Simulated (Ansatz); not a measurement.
# What strain does to AgCl (zincblende)

AgCl in the zincblende structure, relaxed with r2SCAN in Ansatz 0.2.0. Space group F-43m (No. 216), cubic; a = 5.987 Å in the conventional setting, 26.82 Å³ an atom. Ag is surrounded by 4 Cl at 2.59 Å; Cl is surrounded by 4 Ag at 2.59 Å.

The axes x, y and z are those of this cell:
```
Ag Cl
1.0
     0.00000    2.99327    2.99327
     2.99327    0.00000    2.99327
     2.99327    2.99327    0.00000
Ag Cl
1 1
Direct
  0.00000 0.00000 0.00000
  0.25000 0.25000 0.25000
```

Unstrained: PBE gives a direct gap of 1.252 eV at Γ. With r2SCAN the gap is 1.647 eV and direct, at Γ. With HSE06 the gap is 2.712 eV and direct, at Γ. Meshes: PBE 8×8×8, r2SCAN 8×8×8, HSE06 6×6×6. Strains are changes of length per length, and xy shears are angles. After each strain the atoms were relaxed again with r2SCAN within the symmetry that the strain leaves, so tilts or polar shifts that break it weren't tested; points keep the names that they have in the unstrained zone. (Calculated; spin-unpolarised; the phase may be known or hypothetical.)

Changes of the least gap in eV (an overlap counts as a negative gap):
```csv
strain,volume change (%),space group,PBE,r2SCAN,HSE06,"energy rise, r2SCAN (meV/atom)"
"xy shear, engineering strain (angle) +0.5 %",0.0,Imm2,-0.005,-0.006,-0.006,0.0
uniaxial -0.5 % along [111],-0.5,R3m,-0.010,-0.010,-0.011,0.1
uniaxial +2.5 % along x,+2.5,I-4m2,+0.019,+0.020,+0.025,1.8
uniaxial +4.0 % along z,+4.0,I-4m2,+0.031,+0.034,+0.040,4.5
"epitaxial -5.0 % in the xy plane, free normal strain +9.17 %",-1.5,I-4m2,-0.060,-0.051,-0.062,1.2
```

Xy shear, engineering strain (angle) +0.5 %. HSE06: the gap goes from 2.712 to 2.706 eV (-0.006 eV); with r2SCAN the top three valence levels at Γ, degenerate before, become 1+1+1 from the top over 11 meV. Stress change with r2SCAN, compression positive: xx 0.00, yy 0.00, zz 0.00, xy -0.01 GPa.

Uniaxial -0.5 % along [111], other directions held. HSE06: the gap goes from 2.712 to 2.701 eV (-0.011 eV); with r2SCAN the top three valence levels at Γ, degenerate before, become 2+1 from the top over 11 meV. Stress change with r2SCAN, compression positive: xx +0.18, yy +0.18, zz +0.18 GPa.

Uniaxial +2.5 % along x, other directions held. HSE06: the gap goes from 2.712 to 2.737 eV (+0.025 eV); with r2SCAN the top three valence levels at Γ, degenerate before, become 2+1 from the top over 35 meV. Stress change with r2SCAN, compression positive: xx -0.86, yy -0.81, zz -0.81 GPa.

Uniaxial +4.0 % along z, other directions held. HSE06: the gap goes from 2.712 to 2.752 eV (+0.040 eV); with r2SCAN the top three valence levels at Γ, degenerate before, become 2+1 from the top over 56 meV. Stress change with r2SCAN, compression positive: xx -1.24, yy -1.24, zz -1.36 GPa.

Epitaxial -5.0 % in the xy plane, free normal strain +9.17 %. HSE06: the gap goes from 2.712 to 2.650 eV (-0.062 eV); with r2SCAN the top three valence levels at Γ, degenerate before, become 2+1 from the top over 256 meV. Stress change with r2SCAN, compression positive: xx +0.17, yy +0.17, zz -0.01 GPa.

Spin-orbit coupling is left out.

The meshes of the hybrids are coarse, so their gaps aren't converged to the digits shown.

The splittings at Γ are without spin-orbit coupling, which regroups them where it is of like size or larger.
